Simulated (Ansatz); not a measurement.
Response to strain in NaF

Base system: NaF in the rock salt structure (space group Fm-3m, No. 225; a = 4.7012 Å).

Strains are applied to the cell and any free atomic positions relax.

All numbers come from PBE (Ansatz, an electronic-structure program, PAW, no SOC).

Notes on the quantities. energy relative to the base: free energy F.

```tsv
change	energy relative to the base	band gap	pressure
base	0 meV/atom	6.09 eV	0.00 GPa
isotropic strain −3.00 %	+16 meV/atom	6.58 eV	5.04 GPa
isotropic strain −2.50 %	(withheld)	(withheld)	(withheld)
isotropic strain −2.00 %	+7.0 meV/atom	6.41 eV	3.12 GPa
isotropic strain −1.50 %	+3.9 meV/atom	6.33 eV	2.25 GPa
isotropic strain −0.50 %	+0.4 meV/atom	6.17 eV	0.70 GPa
isotropic strain +1.00 %	+1.6 meV/atom	5.94 eV	-1.25 GPa
isotropic strain +2.00 %	+6.1 meV/atom	5.79 eV	-2.33 GPa
isotropic strain +2.50 %	+9.3 meV/atom	5.72 eV	-2.81 GPa
isotropic strain +3.00 %	+13 meV/atom	5.65 eV	-3.25 GPa
```

What belongs in the blanks?


- isotropic strain −2.50 %, energy relative to the base: +11 meV/atom
- isotropic strain −2.50 %, band gap: 6.50 eV
- isotropic strain −2.50 %, pressure: 4.04 GPa

Semilocal Kohn–Sham gaps tend to fall short of experiment. No phonon test of stability was made.
